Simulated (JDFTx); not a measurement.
# MoS2 (R3m) in JDFTx: reference runs

Aim: a first look at MoS2 with PBEsol, on the cell as given.

Program: JDFTx 1.7.0 (patched build). These are calculated values, not measurements. Logs are shortened: lines on timing, memory, paths and dates and some standing lists are left out, and cuts for length are marked. The log counts tension as positive stress, the text compression.

## 1. Starting point

Symmetry: R3m, No. 160, trigonal system. The conventional cell has a = 3.160 Å, b = 3.160 Å, c = 18.450 Å, α = 90.00°, β = 90.00°, γ = 120.00°. Mo (site symmetry 3m) is surrounded by 6 S at 2.39 Å. Around S (site symmetry 3m) lie 3 Mo at 2.39 Å. Around S (site symmetry 3m) lie 3 Mo at 2.39 Å.

Measurements of this composition are mostly on another form, of space group No. 194.

## 2. Single point, PBEsol

MoS2.in reads:

```
lattice \
    2.9857672769    -2.9857672769     0.0000000000 \
    1.7238335410     1.7238335410    -3.4476670820 \
   11.6218156664    11.6218156664    11.6218156664
coords-type Lattice
ion Mo     0.0000000000     0.0000000000     0.0000000000 1
ion S      0.4170000000     0.4170000000     0.4170000000 1
ion S      0.2500000000     0.2500000000     0.2500000000 1

ion-species pseudo/Mo.upf
ion-species pseudo/S.upf
elec-cutoff 40 320
elec-ex-corr gga-PBEsol
kpoint-folding 10 10 10
elec-smearing Fermi 0.0018374661
elec-n-bands 19
electronic-SCF nIterations 100 energyDiffThreshold 1e-09
electronic-minimize nIterations 30 energyDiffThreshold 1e-7
converge-empty-states yes
forces-output-coords Cartesian

dump-name run.$VAR
dump End Ecomponents EigStats BandEigs Kpoints Forces Stress ElecDensity Dtot KEdensity
```

Potentials or basis: PseudoDojo-SR-PBEsol-0.4.1-standard with smoothed tails.

On the command line:

```console
jdftx -c 1 -i MoS2.in -o MoS2.out
```

Standard output:

```text
*************** JDFTx 1.7.0 (patched build) ***************

Input parsed successfully to the following command list (including defaults):
[... the input with its defaults ...]

---------- Setting up symmetries ----------

Non-trivial transmission matrix:
[   1   0   0  ]
[  -1   1   0  ]
[   0  -1   1  ]
with reduced lattice vectors:
[      5.971535     -2.985767      0.000000  ]
[      0.000000      5.171501     -3.447667  ]
[      0.000000      0.000000     11.621816  ]

Found 12 point-group symmetries of the bravais lattice
Found 6 space-group symmetries with basis
Applied RMS atom displacement 0 bohrs to make symmetries exact.

---------- Initializing the Grid ----------
R =
[      2.98577     -2.98577            0  ]
[      1.72383      1.72383     -3.44767  ]
[      11.6218      11.6218      11.6218  ]
unit cell volume = 358.903
G =
[    1.05219   0.607482   0.180212  ]
[   -1.05219   0.607482   0.180212  ]
[ 1.4987e-17   -1.21496   0.180212  ]
Minimum fftbox size, Smin = [  100  100  100  ]
Chosen fftbox size, S = [  100  100  100  ]

---------- Initializing tighter grid for wavefunction operations ----------
R =
[      2.98577     -2.98577            0  ]
[      1.72383      1.72383     -3.44767  ]
[      11.6218      11.6218      11.6218  ]
unit cell volume = 358.903
G =
[    1.05219   0.607482   0.180212  ]
[   -1.05219   0.607482   0.180212  ]
[ 1.4987e-17   -1.21496   0.180212  ]
Minimum fftbox size, Smin = [  72  72  72  ]
Chosen fftbox size, S = [  72  72  72  ]

---------- Exchange Correlation functional ----------
Initalized PBEsol GGA exchange.
Initalized PBEsol GGA correlation.

---------- Setting up pseudopotentials ----------
Width of ionic core gaussian charges (only for fluid interactions / plotting) set to 0

Reading pseudopotential file 'pseudo/Mo.upf':
  'Mo' pseudopotential, 'PBESOL' functional
  Generated using ONCVPSP code by D. R. Hamann
  14 valence electrons, 4 orbitals, 6 projectors, 1001 radial grid points, with lMax = 2
    4S    l: 0   occupation:  2.0   eigenvalue: -2.363064
    4P    l: 1   occupation:  6.0   eigenvalue: -1.413234
    4D    l: 2   occupation:  5.0   eigenvalue: -0.138516
    5S    l: 0   occupation:  1.0   eigenvalue: -0.151378
  Core radius for overlap checks: 1.35 bohrs.

Reading pseudopotential file 'pseudo/S.upf':
  'S' pseudopotential, 'PBESOL' functional
  Generated using ONCVPSP code by D. R. Hamann
[... 27 lines left out ...]
Mo pseudo-atom occupations:   s ( 2 2 )  p ( 6 )  d ( 4 )
S pseudo-atom occupations:   s ( 2 )  p ( 4 )
	FillingsUpdate:  mu: +0.683738375  nElectrons: 26.000000
LCAOMinimize: Iter:   0  F: -88.6585165398038413  |grad|_K:  1.154e-02  alpha:  1.000e+00
LCAOMinimize: 	Step increased F by 1.334406e-01, reducing alpha to 4.003989e-02.
	FillingsUpdate:  mu: +0.590158234  nElectrons: 26.000000
LCAOMinimize: Iter:   1  F: -88.8196563315881917  |grad|_K:  6.809e-03  alpha:  4.004e-02  linmin: -4.631e-01  cgtest:  1.150e+00
[... 16 lines of inner loops ...]
LCAOMinimize: Iter:   7  F: -88.9575524033208467  |grad|_K:  1.636e-06  alpha:  4.071e-01  linmin:  1.933e-05  cgtest: -1.024e-03
	FillingsUpdate:  mu: +0.430760655  nElectrons: 26.000000
LCAOMinimize: Iter:   8  F: -88.9575524295684943  |grad|_K:  1.389e-07  alpha:  4.682e-01  linmin: -5.774e-05  cgtest:  3.291e-03
LCAOMinimize: Converged (|Delta F|<1.000000e-06 for 2 iters).

-------- Electronic minimization -----------
Will mix electronic density at each iteration.
	FillingsUpdate:  mu: +0.430760655  nElectrons: 26.000000
	FillingsUpdate:  mu: +0.419952214  nElectrons: 26.000000
SCF: Cycle:  0   F: -89.039301531255475   dF: -8.175e-02   |Residual|: 1.548e-01   |deigs|: 8.598e-02
	FillingsUpdate:  mu: +0.422917325  nElectrons: 26.000000
SCF: Cycle:  1   F: -89.105434984441487   dF: -6.613e-02   |Residual|: 7.669e-02   |deigs|: 7.311e-03
	FillingsUpdate:  mu: +0.418614600  nElectrons: 26.000000
SCF: Cycle:  2   F: -89.119302392305329   dF: -1.387e-02   |Residual|: 2.710e-02   |deigs|: 7.421e-03
	FillingsUpdate:  mu: +0.421523170  nElectrons: 26.000000
SCF: Cycle:  3   F: -89.121056686198514   dF: -1.754e-03   |Residual|: 1.482e-02   |deigs|: 3.714e-03
	FillingsUpdate:  mu: +0.422936849  nElectrons: 26.000000
SCF: Cycle:  4   F: -89.120868160769177   dF: +1.885e-04   |Residual|: 8.102e-03   |deigs|: 1.010e-03
	FillingsUpdate:  mu: +0.422870660  nElectrons: 26.000000
SCF: Cycle:  5   F: -89.121109601343164   dF: -2.414e-04   |Residual|: 1.771e-03   |deigs|: 5.684e-04
	FillingsUpdate:  mu: +0.422914608  nElectrons: 26.000000
SCF: Cycle:  6   F: -89.121116060636353   dF: -6.459e-06   |Residual|: 8.428e-04   |deigs|: 1.662e-04
	FillingsUpdate:  mu: +0.423034464  nElectrons: 26.000000
SCF: Cycle:  7   F: -89.121117178342701   dF: -1.118e-06   |Residual|: 1.776e-04   |deigs|: 1.265e-04
	FillingsUpdate:  mu: +0.423063171  nElectrons: 26.000000
SCF: Cycle:  8   F: -89.121117379733960   dF: -2.014e-07   |Residual|: 7.802e-05   |deigs|: 5.766e-05
	FillingsUpdate:  mu: +0.423061373  nElectrons: 26.000000
SCF: Cycle:  9   F: -89.121117459956821   dF: -8.022e-08   |Residual|: 8.103e-05   |deigs|: 4.488e-05
	FillingsUpdate:  mu: +0.423060421  nElectrons: 26.000000
SCF: Cycle: 10   F: -89.121117491542563   dF: -3.159e-08   |Residual|: 5.414e-05   |deigs|: 4.348e-05
	FillingsUpdate:  mu: +0.423062318  nElectrons: 26.000000
SCF: Cycle: 11   F: -89.121117507453150   dF: -1.591e-08   |Residual|: 1.493e-05   |deigs|: 4.802e-05
	FillingsUpdate:  mu: +0.423062238  nElectrons: 26.000000
SCF: Cycle: 12   F: -89.121117511827919   dF: -4.375e-09   |Residual|: 8.772e-06   |deigs|: 4.085e-05
	FillingsUpdate:  mu: +0.423061627  nElectrons: 26.000000
SCF: Cycle: 13   F: -89.121117514063087   dF: -2.235e-09   |Residual|: 4.759e-06   |deigs|: 4.435e-05
	FillingsUpdate:  mu: +0.423061676  nElectrons: 26.000000
SCF: Cycle: 14   F: -89.121117514838105   dF: -7.750e-10   |Residual|: 2.254e-06   |deigs|: 3.091e-05
	FillingsUpdate:  mu: +0.423061720  nElectrons: 26.000000
SCF: Cycle: 15   F: -89.121117515246482   dF: -4.084e-10   |Residual|: 3.196e-06   |deigs|: 4.240e-05
SCF: Converged (|Delta E|<1.000000e-09 for 2 iters).

Setting wave functions to eigenvectors of Hamiltonian
Converging empty states (this may take a while):
EmptyStates: None of the convergence criteria satisfied.
|deigs|: 4.291e-04

# Stress tensor in Cartesian coordinates [Eh/a0^3]:
[  1.97316e-05            0            0  ]
[            0  1.97316e-05            0  ]
[            0            0  -8.1129e-05  ]

# Ionic positions in lattice coordinates:
ion Mo   0.000000000000000   0.000000000000000   0.000000000000000 1
ion S   0.417000000000000   0.417000000000000   0.417000000000000 1
ion S   0.250000000000000   0.250000000000000   0.250000000000000 1

# Forces in Cartesian coordinates:
force Mo  -0.000000000000000  -0.000000000000000   0.001674340567978 1
force S   0.000000000000000  -0.000000000000000   0.003550290465526 1
force S  -0.000000000000000  -0.000000000000003  -0.005224699301345 1

# Energy components:
   Eewald =      -59.4751984970284440
       EH =       27.4907100007203944
     Eloc =      -85.4855702512014233
      Enl =       11.6384835699422169
      Exc =      -16.5916810248346245
 Exc_core =        3.2955213341328000
       KE =       30.0066174025369214
-------------------------------------
     Etot =      -89.1211174657321692
       TS =        0.0000000495143149
-------------------------------------
        F =      -89.1211175152464818

IonicMinimize: Iter:   0  F: -89.121117515246482  |grad|_K:  2.178e-03
IonicMinimize: None of the convergence criteria satisfied after 0 iterations.

#--- Lowdin population analysis ---
# oxidation-state Mo +0.270
# oxidation-state S -0.037 -0.032

Dumping 'run.eigStats' ...
	eMin: -1.851978 at state 115 ( [ +0.500000 +0.500000 +0.500000 ] spin 0 )
	HOMO: +0.408260 at state 115 ( [ +0.500000 +0.500000 +0.500000 ] spin 0 )
	mu  : +0.423061
	LUMO: +0.441764 at state 21 ( [ +0.000000 +0.200000 -0.200000 ] spin 0 )
	eMax: +0.738830 at state 113 ( [ +0.400000 +0.500000 +0.500000 ] spin 0 )
	HOMO-LUMO gap: +0.033503
	Optical gap  : +0.072088 at state 26 ( [ +0.000000 +0.300000 -0.300000 ] spin 0 )
WARNING: the last solve of the electrons (or of bands or displaced states from it) ended unconverged.
Done!
[note: mu as printed may lie anywhere between the filled and the empty levels]
```

Run time: 16 min. Hardware: 1 thread of Intel Xeon 6975P-C (Granite Rapids), shared host; peak memory 0.71 GiB.

What came out:

| Quantity | Value |
| --- | --- |
| Free energy | -2425.1092 eV |
| Pressure | 0.4 GPa |
| Largest force | 0.269 eV/Å |
| Band gap on the k mesh | 0.91 eV, indirect (least direct gap 1.96 eV) |

Forces on the atoms (eV/Å):
```
Mo   0.000  0.000  0.086
S    0.000  0.000  0.183
S    0.000  0.000 -0.269
```

Caveat: the empty levels aren't tightly converged. A hybrid or GW would open this gap; PBEsol tends to underestimate it.
